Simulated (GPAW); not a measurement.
AlCo3:

```
CELL_PARAMETERS angstrom
3.57495 0.00000 0.00000
0.00000 3.57495 0.00000
0.00000 0.00000 3.57495
ATOMIC_POSITIONS crystal
Co 0.00000 0.50000 0.50000
Co 0.50000 0.00000 0.50000
Co 0.50000 0.50000 0.00000
Al 0.00000 0.00000 0.00000
```

The cell comes from a database or a generator and needn't be the stable form of this composition.

```yaml
Program: GPAW 26.7.0
Task: relaxation of cell and atoms
Functional: PBEsol
Dispersion: D3(BJ)+ATM
Potentials_or_basis: PAW data sets generated in the run's folder for this functional
Cutoff: 600 eV
Basis: pw
k_mesh: 6 × 6 × 6
Occupations: fermi-dirac, width 0.05 eV
Spin: collinear spin, ferromagnetic start
Starting_moments: "[2.0, 2.0, 2.0, 0.0] μB"
```

At the start: pressure -11.5 GPa; volume 11.42 Å³/atom.

Where does the relaxation end?

Over 4 steps the energy falls by 20.0 meV/atom and the volume is 10.77 Å³/atom (-5.7 %); space group Pm-3m (No. 221, to 0.05 Å); moment 3.67 μB per cell.

Step by step:
```tsv
step	energy change (eV)	largest force (eV/Å)	pressure (GPa)	volume (Å³)
1	0.0000	0.0000	-11.46	45.69
2	-0.0235	0.0000	-9.95	45.29
3	-0.0779	0.0000	0.95	42.90
4	-0.0800	0.0000	-0.04	43.09
```

Final structure:
```
Co Al
1.0
     3.50591    0.00000    0.00000
     0.00000    3.50591    0.00000
     0.00000    0.00000    3.50591
Co Al
3 1
Direct
  0.00000 0.50000 0.50000
  0.50000 0.00000 0.50000
  0.50000 0.50000 0.00000
  0.00000 0.00000 0.00000
```

Caveat: each step starts from the last one's moments, so a moment once lost doesn't come back; later steps reuse the first step's grids; pairwise dispersion overbinds metals, which lowers pressure and volume.
